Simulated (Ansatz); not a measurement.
A distorted cell of InN (wurtzite):

```
InN
1.0
    3.54436     0.00000     0.00000
   -1.77218     3.06950     0.00000
    0.00000     0.00000     5.72932
In N
2 2
Direct
  0.66667   0.33333   0.50197
  0.33333   0.66667   0.00197
  0.66667   0.33333   0.12323
  0.33333   0.66667   0.62323
```

The numbers are results of PBE (plane waves to 420 eV, PAW, scalar-relativistic; Ansatz, an electronic-structure program), not measurements. k mesh 11×11×6 (Γ-centred), Fermi-Dirac smearing 0.05 eV. Energies are smeared free energies. Compression counts positive. At this level the bands of InN touch or barely overlap; measurements give the solid a gap. InN was relaxed with its symmetry unable to fall.

Question: Give the stress tensor in GPa and the pressure.

Answer: 
```
    4.0      0.0      0.0
    0.0      4.0      0.0
    0.0      0.0      3.9
```
The pressure, a third of the trace, is 4.0 GPa.

Question: It is the relaxed cell scaled evenly to V/V₀ = 0.970, atoms relaxed where free. What is its energy relative to the relaxed cell?

Answer: 6 meV/atom.

(Under strain, the slope of the energy per volume gives the stress and its curvature an elastic modulus.)
